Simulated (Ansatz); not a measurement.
## Gradients in SiC at several cell volumes

Reference cell: a structure deposited in the COD, ions relaxed with PBE at fixed cell.

```cif
data_SiC
_symmetry_space_group_name_H-M 'P6_3mc'
_symmetry_Int_Tables_number 186
_cell_length_a 3.0950
_cell_length_b 3.0950
_cell_length_c 15.1700
_cell_angle_alpha 90.000
_cell_angle_beta 90.000
_cell_angle_gamma 120.000
loop_
_atom_site_label
_atom_site_type_symbol
_atom_site_symmetry_multiplicity
_atom_site_Wyckoff_symbol
_atom_site_fract_x
_atom_site_fract_y
_atom_site_fract_z
Si1 Si 2 a 0.0000 0.0000 0.1250
Si3 Si 2 b 0.3333 0.6667 0.2918
Si5 Si 2 b 0.3333 0.6667 0.9583
C7 C 2 a 0.0000 0.0000 0.9997
C9 C 2 b 0.3333 0.6667 0.1668
C11 C 2 b 0.3333 0.6667 0.8333
```

One atom of each set is listed.

Method: Kohn–Sham DFT in Ansatz, PBE, plane waves and PAW (field gradients read without the response of the frozen cores, which leaves them typically 4 to 6 % off), scalar-relativistic, 420 eV cutoff, Γ-centred 10×10×2 k-points, Fermi–Dirac smearing 0.02 eV.

The cell is scaled uniformly, and the ions relax again at each size. Sites with gradients under 0.05 are left out.

Problem. How do the gradients (10²¹ V/m²) respond?

Solution. 

```json
{"V/V₀": "0.95", "Si1 V_zz (η)": "-0.094 (0.00)", "Si3 V_zz (η)": "0.17 (0.00)", "Si5 V_zz (η)": "0.21 (0.00)", "C7 V_zz (η)": "0.20 (0.00)"}
{"V/V₀": "1.00", "Si1 V_zz (η)": "-0.093 (0.00)", "Si3 V_zz (η)": "0.16 (0.00)", "Si5 V_zz (η)": "0.20 (0.00)", "C7 V_zz (η)": "0.18 (0.00)"}
{"V/V₀": "1.01", "Si1 V_zz (η)": "-0.093 (0.00)", "Si3 V_zz (η)": "0.16 (0.00)", "Si5 V_zz (η)": "0.20 (0.00)", "C7 V_zz (η)": "0.18 (0.00)"}
{"V/V₀": "1.03", "Si1 V_zz (η)": "-0.093 (0.00)", "Si3 V_zz (η)": "0.16 (0.00)", "Si5 V_zz (η)": "0.20 (0.00)", "C7 V_zz (η)": "0.17 (0.00)"}
```

Logarithmic slopes d ln|V_zz|/d ln V over the series: Si1 -0.2, Si3 -0.8, Si5 -0.4, C7 -1.8. Point charges on a uniformly scaled lattice would give −1; charge that moves in the bonds makes the difference.
